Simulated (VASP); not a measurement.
Input of a VASP 6.6.1 run:

File INCAR:

```
SYSTEM = TaN
PREC     = Accurate       ! precision mode
ENCUT    = 600            ! plane-wave cutoff, eV
EDIFF    = 1E-6           ! SCF threshold, eV
ISMEAR   = 1              ! smearing method
SIGMA    = 0.1            ! smearing width, eV
LREAL    = .FALSE.        ! projectors in reciprocal space
LASPH    = .TRUE.         ! aspherical terms in the spheres
NELM     = 80             ! most SCF steps
ALGO     = Normal         ! electronic algorithm
ISIF     = 3              ! what is computed and relaxed
LWAVE    = .FALSE.        ! write WAVECAR
LCHARG   = .FALSE.        ! write CHGCAR
GGA      = PS             ! functional
IBRION   = 2              ! ionic algorithm
NSW      = 90             ! ionic steps
EDIFFG   = -0.01          ! ionic threshold
```

File KPOINTS:

```
Automatic mesh
0
G
  14 14 14
  0 0 0
```

Contents of POSCAR:

```
TaN
1.0
    0.0000000000      2.2113230000      2.2113230000
    2.2113230000      0.0000000000      2.2113230000
    2.2113230000      2.2113230000      0.0000000000
Ta N
1 1
Direct
    0.5000000000      0.5000000000      0.5000000000
    0.0000000000      0.0000000000      0.0000000000
```

Potentials or basis: VASP PAW PBE potentials, release 64 (Ta_pv, N).

Run with:

```bash
$ cat potpaw_PBE.64/Ta_pv/POTCAR potpaw_PBE.64/N/POTCAR > POTCAR
$ mpirun -np 1 vasp_std > vasp.out
```

(1) What does it give for the band gap on the k mesh?

(2) Estimate the space group after relaxing (to 0.05 Å).

(3) Estimate the relaxed volume.

Results:

(1) none (metal or under the smearing width).

(2) Fm-3m (No. 225).

(3) 10.50 Å³/atom.

Caveat: the PAW data sets were made with another functional, which shifts forces and pressure a little.
